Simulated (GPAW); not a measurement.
Ga:

```
Ga
1.0
     2.77842    0.00000    0.00000
     0.00000    3.28161    0.00000
    -1.34343    0.00000    3.99027
Ga
2
Direct
  0.13460 0.75000 0.77017
  0.86540 0.25000 0.22983
```

This isn't the form of Ga at room conditions, which is orthorhombic.

```yaml
Program: GPAW 26.7.0
Task: relaxation of cell and atoms
Functional: PBEsol
Dispersion: D3(BJ)+ATM
Potentials_or_basis: PAW data sets generated in the run's folder for this functional
Cutoff: 600 eV
Basis: pw
k_mesh: 9 × 7 × 6
Occupations: fermi-dirac, width 0.05 eV
Spin: no spin polarisation
```

At the start: pressure -2.3 GPa; volume 18.19 Å³/atom.

Question: Where does the relaxation end?

Answer: Over 7 steps the energy falls by 7.2 meV/atom and the volume is 17.50 Å³/atom (-3.8 %); space group P2_1/m (No. 11, to 0.05 Å).

The path:
| step | energy change (eV) | largest force (eV/Å) | pressure (GPa) | volume (Å³) |
| --- | --- | --- | --- | --- |
| 1 | 0.0000 | 0.0691 | -2.32 | 36.38 |
| 2 | -0.0036 | 0.0551 | -2.02 | 36.18 |
| 3 | -0.0138 | 0.0457 | 0.37 | 34.84 |
| 4 | -0.0140 | 0.0250 | -0.04 | 35.04 |
| 5 | -0.0140 | 0.0218 | -0.01 | 35.03 |
| 6 | -0.0143 | 0.0106 | 0.07 | 34.99 |
| 7 | -0.0143 | 0.0123 | 0.04 | 35.01 |

Final structure:
```
CELL_PARAMETERS angstrom
2.76506 0.00000 0.00757
0.00000 3.24180 0.00000
-1.32605 0.00000 3.90162
ATOMIC_POSITIONS crystal
Ga 0.13384 0.75000 0.76961
Ga 0.86616 0.25000 0.23039
```

Caveat: later steps reuse the first step's grids; pairwise dispersion overbinds metals, which lowers pressure and volume.
